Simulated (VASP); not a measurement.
# WS2 (R3m) in VASP: further runs, part 2 of 2

VASP 6.6.1. The steps go on from the part before.

**5. Single point, HSE06**

Contents of POSCAR:

```
WS2
1.0
    1.5790000000      0.9116360751      6.1633333333
   -1.5790000000      0.9116360751      6.1633333333
    0.0000000000     -1.8232721501      6.1633333333
W S
1 2
Direct
    0.0000000000      0.0000000000      0.0000000000
    0.5810000000      0.5810000000      0.5810000000
    0.7503000000      0.7503000000      0.7503000000
```

Contents of INCAR.step1:

```
PREC     = Accurate       # precision mode
ENCUT    = 250            # plane-wave cutoff, eV
EDIFF    = 1E-5           # SCF threshold, eV
ISMEAR   = 0              # smearing method
SIGMA    = 0.01           # smearing width, eV
LREAL    = F              # projectors in reciprocal space
LASPH    = T              # aspherical terms in the spheres
NELM     = 100            # most SCF steps
ALGO     = Normal         # electronic algorithm
ISIF     = 2              # what is computed and relaxed
LWAVE    = T              # write WAVECAR
LCHARG   = F              # write CHGCAR
NBANDS   = 21             # bands
NKRED    = 1            
GGA      = PE             # functional
```

Contents of INCAR.step2:

```
PREC     = Accurate       # precision mode
ENCUT    = 250            # plane-wave cutoff, eV
EDIFF    = 1E-6           # SCF threshold, eV
ISMEAR   = 0              # smearing method
SIGMA    = 0.01           # smearing width, eV
LREAL    = F              # projectors in reciprocal space
LASPH    = T              # aspherical terms in the spheres
NELM     = 100            # most SCF steps
ALGO     = Normal         # electronic algorithm
ISIF     = 2              # what is computed and relaxed
LWAVE    = F              # write WAVECAR
LCHARG   = F              # write CHGCAR
GGA      = PE             # functional
LHFCALC  = T              # exact exchange
HFSCREEN = 0.2            # screening, 1/A
PRECFOCK = Fast         
NBANDS   = 21             # bands
NKRED    = 1            
ISTART   = 1
```

Contents of KPOINTS:

```
regular mesh
0
Gamma
  3 3 3
```

Potentials or basis: VASP PAW PBE potentials, release 64 (W_sv, S).

The run is started by

```console
cat potpaw_PBE.64/W_sv/POTCAR potpaw_PBE.64/S/POTCAR > POTCAR
cp INCAR.step1 INCAR
mpirun -np 1 vasp_std > vasp.out
cp INCAR.step2 INCAR
mpirun -np 1 vasp_std > vasp.out
```

OUTCAR:

```text
PREC = Accurate
   ENCUT = 250
   EDIFF = 1E-6
   ISMEAR = 0
   LREAL = F
   LASPH = T
   NELM = 100
   ISIF = 2
   GGA = PE
   LHFCALC = T
   HFSCREEN = 0.2
   PRECFOCK = Fast
   NKRED = 1
   ISTART = 1

 Found      6 irreducible k-points:

 Following reciprocal coordinates:
            Coordinates               Weight
  0.000000  0.000000  0.000000      1.000000
  0.333333  0.000000  0.000000      6.000000
  0.333333  0.333333  0.000000      6.000000
 -0.333333  0.333333  0.000000      6.000000
  0.333333  0.333333  0.333333      2.000000
 -0.333333  0.333333  0.333333      6.000000
   k-points           NKPTS =      6   k-points in BZ     NKDIM =     27   number of bands    NBANDS=     21
   number of dos      NEDOS =    301   number of ions     NIONS =      3
   total plane-waves  NPLWV =  46656
   dimension x,y,z NGX =    36 NGY =   36 NGZ =   36
   dimension x,y,z NGXF=    72 NGYF=   72 NGZF=   72
   ions per type =               1   2
   NGX,Y,Z   is equivalent  to a cutoff of   9.31,  9.31,  9.31 a.u.
   NGXF,Y,Z  is equivalent  to a cutoff of  18.62, 18.62, 18.62 a.u.
 SYSTEM =  unknown system
[... 62 lines left out ...]
  ---------------------------------------------------
  free energy    TOTEN  =       -28.10278395 eV

  energy without entropy =      -28.10278395  energy(sigma->0) =      -28.10278395

 E-fermi :   7.1332     XC(G=0):  -9.0078

 val. band max:        6.9778337957   @ k =   0.3333   0.3333   0.3333
 cond. band min:       9.0372390147   @ k =  -0.3333   0.3333   0.0000
 fundamental gap:      2.0594052190
 Fermi energy:         7.1332009417

 k-point     1 :       0.0000    0.0000    0.0000
  band No.  band energies     occupation
      1     -71.4095      2.00000
      2     -34.2938      2.00000
      3     -34.0027      2.00000
      4     -34.0027      2.00000
      5     -10.2500      2.00000
      6      -8.0832      2.00000
[... 133 lines left out ...]
     20      17.1512      0.00000
     21      18.0438      0.00000

------------------------ aborting loop because EDIFF is reached ----------------------------------------

  FORCE on cell =-STRESS in cart. coord.  units (eV):
  Direction    XX          YY          ZZ          XY          YZ          ZX
  --------------------------------------------------------------------------------------
  -------------------------------------------------------------------------------------
  Total       -0.6618016     -0.6618016     -0.9703762      0.0000000     -0.0000000      0.0000000
  in kB      -19.9190147    -19.9190147    -29.2065454      0.0000000     -0.0000000      0.0000000
  external PRESSURE =     -23.0148582 kB  Pullay stress =       0.0000000 kB

 VOLUME and BASIS-vectors are now :
 -----------------------------------------------------------------------------
  energy-cutoff  :      250.00
  volume of cell :       53.23
      direct lattice vectors                 reciprocal lattice vectors
     1.579000000  0.911636075  6.163333333     0.316656111  0.182821491  0.054083288
    -1.579000000  0.911636075  6.163333333    -0.316656111  0.182821491  0.054083288
     0.000000000 -1.823272150  6.163333333     0.000000000 -0.365642982  0.054083288

 POSITION                                       TOTAL-FORCE (eV/Angst)
 -----------------------------------------------------------------------------------
      0.00000      0.00000      0.00000         0.000000     -0.000000     -0.640352
      0.00000      0.00000     10.74269         0.000000      0.000000      0.868549
      0.00000      0.00000     13.87305         0.000000     -0.000000     -0.228197
 -----------------------------------------------------------------------------------
    total drift:                               -0.000017     -0.000039     -0.001959

  FREE ENERGIE OF THE ION-ELECTRON SYSTEM (eV)
  ---------------------------------------------------
  free  energy   TOTEN  =       -28.1027839533 eV

  energy  without entropy=      -28.1027839533  energy(sigma->0) =      -28.10278395
```

OUTCAR.step1:

```text
PREC = Accurate
   ENCUT = 250
   EDIFF = 1E-5
   ISMEAR = 0
   LREAL = F
[... 256 lines left out ...]
      0.00000      0.00000      0.00000         0.000000     -0.000000     -0.606693
      0.00000      0.00000     10.74269         0.000000      0.000000      0.308177
      0.00000      0.00000     13.87305         0.000000      0.000000      0.298516
 -----------------------------------------------------------------------------------
    total drift:                               -0.000000     -0.000000     -0.000112

  FREE ENERGIE OF THE ION-ELECTRON SYSTEM (eV)
  ---------------------------------------------------
  free  energy   TOTEN  =       -23.5070483115 eV

  energy  without entropy=      -23.5070483115  energy(sigma->0) =      -23.50704831
```

OSZICAR.step1:

```text
N       E                     dE             d eps       ncg     rms          rms(c)
DAV:   1     0.139488754563E+03    0.13949E+03   -0.86956E+03   252   0.747E+02
DAV:   2    -0.181502865460E+02   -0.15764E+03   -0.15329E+03   285   0.249E+02
DAV:   3    -0.247016074148E+02   -0.65513E+01   -0.64835E+01   310   0.521E+01
DAV:   4    -0.247751497726E+02   -0.73542E-01   -0.73518E-01   292   0.608E+00
DAV:   5    -0.247762869063E+02   -0.11371E-02   -0.11371E-02   326   0.726E-01    0.271E+01
DAV:   6    -0.237047485823E+02    0.10715E+01   -0.56671E+00   290   0.154E+01    0.115E+01
DAV:   7    -0.235748876254E+02    0.12986E+00   -0.16744E+00   267   0.671E+00    0.604E+00
DAV:   8    -0.235083690478E+02    0.66519E-01   -0.33841E-01   290   0.362E+00    0.136E+00
DAV:   9    -0.235072625638E+02    0.11065E-02   -0.12993E-02   297   0.730E-01    0.553E-01
DAV:  10    -0.235070674399E+02    0.19512E-03   -0.33340E-03   287   0.371E-01    0.105E-01
DAV:  11    -0.235070416735E+02    0.25766E-04   -0.49316E-04   292   0.133E-01    0.739E-02
DAV:  12    -0.235070483115E+02   -0.66379E-05   -0.40064E-05   302   0.428E-02
   1 F= -.23507048E+02 E0= -.23507048E+02  d E =-.268023E-32
```

It took 78 s on 1 thread of Intel Xeon 6975P-C (Granite Rapids), shared host; peak memory 0.28 GiB.

The run converged, but a check on its numbers failed (symmetry, net force, bounds or a known fault of this set-up), so they aren't taken as properties of the crystal.

Caveat: the k mesh is coarse (spacing up to 0.77 Å⁻¹), so the values aren't converged, least of all with exact exchange; the cutoff lies under the usual one of these potentials, so the numbers hold a large basis-set error; the PAW data sets were made with another functional, which shifts forces and pressure a little; spin-orbit coupling is left out, which moves the levels of the heavy elements; an odd mesh through Γ misses points on the zone boundary, where band edges often lie.

**6. The runs side by side**

```csv
k mesh,cutoff (eV),further INCAR settings,gap on the mesh (eV),pressure (GPa),largest force (eV/Å)
4 × 4 × 4,450,ALGO = Fast; EDIFF = 1e-06; NBANDS = 20,1.36,3.8,0.60
5 × 5 × 5,450,ALGO = Normal; EDIFF = 1e-06,1.11,4.2,0.61
4 × 4 × 4,500,ALGO = Normal; EDIFF = 1e-06,1.36,3.7,0.60
```

Alike in all rows: task single point; level PBE; potentials or basis VASP PAW PBE potentials, release 64 (W_sv_GW, S_GW); no spin polarisation; cell as given; smearing gaussian 0.02 eV; the mesh is coarse, so values aren't converged.

Caveats: all runs use coarse meshes; spin-orbit coupling is left out, which moves the levels of the heavy elements; an odd mesh through Γ misses points on the zone boundary, where band edges often lie (some runs).

Total energies depend on the potentials used, so only differences within one code and one set of settings carry meaning.
